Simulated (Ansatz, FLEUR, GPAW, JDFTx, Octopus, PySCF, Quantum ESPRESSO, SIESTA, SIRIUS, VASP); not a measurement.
# BP: 10 runs at one level of theory

```
P B
1.0
     0.00000    2.26900    2.26900
     2.26900    0.00000    2.26900
     2.26900    2.26900    0.00000
P B
1 1
Direct
  0.75000 0.75000 0.75000
  0.00000 0.00000 0.00000
```

Alike in all runs: functional PBEsol; k mesh 10 × 10 × 10; occupations fermi-dirac, width 0.05 eV; no spin polarisation; no spin-orbit coupling. Pressure is positive in compression and, in plane waves, holds the error of the finite cutoff.

```tsv
program and potentials	plane-wave cutoff (eV)	notes	band gap (eV)	pressure (GPa)
Octopus, pseudodojo_pbesol (PseudoDojo 0.4, PBEsol)	-	-	1.14	-
SIESTA, files PseudoDojo sr-pbesol-0.4.1-standard, DZP (energy shift 0.003 Ry)	-	atomic basis	1.16	1.54
JDFTx, PseudoDojo-SR-PBEsol-0.4.1-standard with smoothed tails	1034	-	1.14	-1.91
VASP, PBE PAW files B, P, 520 eV	520	potentials made for PBE	1.13	-1.86
GPAW, PAW data sets generated for this functional	800	-	1.14	-1.74
SIRIUS, PseudoDojo 0.4.1 PBEsol standard (scalar relativistic)	1054	-	1.14	-1.90
PySCF, DZVP-MOLOPT-SR/GTH-PBE (potentials made for PBE)	-	atomic basis; potentials made for PBE	1.16	-
FLEUR, all-electron, FLAPW	-	-	1.14	-
Ansatz, all-electron LAPW, scalar-relativistic	-	-	1.14	-2.01
Quantum ESPRESSO, GBRV 1.5 PBEsol	612	-	1.14	-1.91
```

The band gap spans 1.13 (VASP, PBE PAW files B, P, 520 eV) to 1.16 eV (PySCF, DZVP-MOLOPT-SR/GTH-PBE (potentials made for PBE)), with all-electron results at 1.14. The pressure spans -2.01 (Ansatz, all-electron LAPW, scalar-relativistic) to 1.54 GPa (SIESTA, files PseudoDojo sr-pbesol-0.4.1-standard, DZP (energy shift 0.003 Ry)), with all-electron results at -2.01. The gap is indirect and read on the mesh alone. Rows in atomic bases carry the error of their basis and grid, which can be large.

Differences between rows come from potentials, basis sets and numerical settings, since the functional is the same but for its coding. Runs on potential files found faulty are left out.
